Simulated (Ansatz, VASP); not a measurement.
# One calculation of BeTe, two programs

```xyz
2
Lattice="0.0000 2.6869 2.6869 2.6869 0.0000 2.6869 2.6869 2.6869 0.0000" Properties=species:S:1:pos:R:3 pbc="T T T"
Be    0.0000    0.0000    0.0000
Te    4.0304    4.0304    4.0304
```

Change from the starting cell: strain -0.030 along x and y, -0.030 along z, atoms carried along.

Alike in both runs: task single point; functional PBE; k mesh 8 × 8 × 8; occupations gaussian, width 0.05 eV; no spin polarisation.

|  | VASP | Ansatz |
| --- | --- | --- |
| version | VASP 6.6.1 | Ansatz 0.2.0 |
| potentials or method | VASP PAW PBE potentials, release 64 (Be, Te) | scalar-relativistic, plane waves, PAW |
| plane-wave cutoff (eV) | 520 | 420 |
| valence electrons in the cell | 8 | 18 |

VASP gave:

| Item | Value |
| --- | --- |
| gap on the k mesh at the Fermi level (eV) | 1.59 |
| least direct gap on the mesh (eV) | 3.46 |
| pressure (GPa) | 12.4 |

Task: Which values does Ansatz return?

Result: gap on the k mesh at the Fermi level (eV): 1.61; least direct gap on the mesh (eV): 3.49; pressure (GPa): 12.2.

The functional is the same, so the differences come from potentials, cutoffs and numerics. The two sets of potentials don't hold the same shells in valence.

Caveats: spin-orbit coupling is left out, which moves the levels of the heavy elements. A k mesh can miss the band edges.
